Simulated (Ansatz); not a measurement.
# NaCl: band gap under strain

Aim: follow the gap of NaCl built on the rocksalt prototype through these states: +2.0 % biaxial strain in the (111) plane, free along [111]; +3.0 % biaxial strain in the (111) plane, free along [111]; +4.0 % biaxial strain in the (111) plane, free along [111]. The table at the end shows which levels were run.

The runs shown are made with Ansatz 0.2.0. PAW datasets, plane waves. Computed at 0 K without zero-point motion; spin polarisation is off.

### Step 1. The structure to begin with

The unstrained cell was relaxed with r2SCAN; in each strained cell the atoms were relaxed again with r2SCAN. Names of k-points are those of the unstrained zone, where strain can split equivalent points. First state: +2.0 % biaxial strain in the (111) plane, free along [111].

It is trigonal, R-3m (No. 166); conventional cell a = 4.043 Å, c = 9.560 Å, 22.55 Å³ an atom. Around Na lie 6 Cl at 2.83 Å; around Cl lie 6 Na at 2.83 Å.

Coordinates:

```
CELL_PARAMETERS angstrom
-0.06609 2.79266 2.79266
2.79266 -0.06609 2.79266
2.79266 2.79266 -0.06609
ATOMIC_POSITIONS crystal
Na 0.00000 0.00000 0.00000
Cl 0.50000 0.50000 0.50000
```

From earlier runs on the unstrained cell: PBE 5.18 eV, r2SCAN 5.98 eV, HSE06 6.56 eV, G0W0 7.96 eV (on its mesh); a = 5.605 Å.

### Step 2. +2.0 % biaxial strain in the (111) plane, free along [111]: PBE

File input.yaml:

```yaml
crystal:
  lattice:
    - [-0.0660881072, 2.7926646947, 2.7926646947]
    - [2.7926646947, -0.0660881072, 2.7926646947]
    - [2.7926646947, 2.7926646947, -0.0660881072]
  atoms:
    - { symbol: Na, position: [0.0, 0.0, 0.0] }
    - { symbol: Cl, position: [0.5, 0.5, 0.5] }
kpoints:
  mp_grid: { grid: [8, 8, 8] }
  band_path:
    path:
      - [0.0, 0.0, 0.0]
      - [0.5, 0.0, 0.5]
      - [0.625, 0.25, 0.625]
      - [0.375, 0.375, 0.75]
      - [0.5, 0.5, 0.5]
      - [0.5, 0.25, 0.75]
    npoints: 1
hamiltonian:
  xc: pbe
scf:
  occupations: { method: fermi_dirac, width: 0.02 }
  n_extra_bands: 4
output:
  forces: true
  stress: true
  eigenvalues: true
  write_density: true
  write_potential: true
  elf: true
  volumetric_format: npy
```

Launch:

```sh
$ ansatz run input.yaml --threads 2 --pin off --max-ram 29491MiB --backend cpu --events-out ev --progress --plain --runs-dir out
```

Further steps of the session: +2.0 % biaxial strain in the (111) plane, free along [111]: r2SCAN; +2.0 % biaxial strain in the (111) plane, free along [111]: HSE06; +2.0 % biaxial strain in the (111) plane, free along [111]: r2SCAN; +2.0 % biaxial strain in the (111) plane, free along [111]: G0W0@PBE; +3.0 % biaxial strain in the (111) plane, free along [111]: PBE; +3.0 % biaxial strain in the (111) plane, free along [111]: r2SCAN; +3.0 % biaxial strain in the (111) plane, free along [111]: HSE06; +3.0 % biaxial strain in the (111) plane, free along [111]: r2SCAN; +3.0 % biaxial strain in the (111) plane, free along [111]: G0W0@PBE; +4.0 % biaxial strain in the (111) plane, free along [111]: PBE; +4.0 % biaxial strain in the (111) plane, free along [111]: r2SCAN; +4.0 % biaxial strain in the (111) plane, free along [111]: HSE06; +4.0 % biaxial strain in the (111) plane, free along [111]: r2SCAN; +4.0 % biaxial strain in the (111) plane, free along [111]: G0W0@PBE.

What does the calculation give?

The runs gave:

Least gap in eV (negative: overlap), with the change from the unstrained cell in brackets. G0W0 is on its own coarse mesh.

| state | volume change (%) | PBE | r2SCAN | HSE06 | G0W0 |
| --- | --- | --- | --- | --- | --- |
| +2.0 % biaxial strain in the (111) plane, free along [111] | +2.4 | 5.00 (-0.18) | 5.78 (-0.20) | 6.36 (-0.20) | 7.77 (-0.19) |
| +3.0 % biaxial strain in the (111) plane, free along [111] | +3.6 | 4.91 (-0.27) | 5.69 (-0.29) | 6.27 (-0.29) | 7.67 (-0.29) |
| +4.0 % biaxial strain in the (111) plane, free along [111] | +4.7 | 4.82 (-0.36) | 5.59 (-0.39) | 6.18 (-0.38) | 7.58 (-0.38) |

What this shows: With HSE06, of the states in the table +4.0 % biaxial strain in the (111) plane, free along [111] shifts the gap most, by -0.382 eV. PBE and HSE06 differ by 1.38 eV on the unstrained gap, and by at most 0.02 eV on its change: the two disagree on the size of the gap but agree on its response to strain. G0W0 here is at a finite number of bands, screening cutoff and k mesh, not at the basis limit.
